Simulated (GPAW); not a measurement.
# Sn in GPAW: the effect of potentials

The system is Sn.

```
Sn
1.0
     0.00000    3.23334    3.23334
     3.23334    0.00000    3.23334
     3.23334    3.23334    0.00000
Sn
2
Direct
  0.75000 0.75000 0.75000
  0.50000 0.50000 0.50000
```

This isn't the form of Sn at room conditions, which is tetragonal (white tin).

Alike in all runs:

| Item | Value |
| --- | --- |
| Program | GPAW 26.7.0 |
| Task | equation of state |
| Functional | LDA |
| Cutoff | 600 eV |
| Basis | pw |
| k mesh | 7 × 7 × 7 |
| Occupations | fermi-dirac, width 0.05 eV |
| Spin | no spin polarisation |

```tsv
potentials	V0 of scaled cells (Å³/atom)	B0 (GPa)
GPAW stock	33.70	45
PAW data sets made by gpaw-setup for the functional	33.70	45
JTH PAW 2.0	?	?
```

Q: What does the run with potentials JTH PAW 2.0 give?

A: V0 of scaled cells 33.92 Å³/atom; B0 44 GPa.

Caveats: the program truncates these outside data sets (some runs).
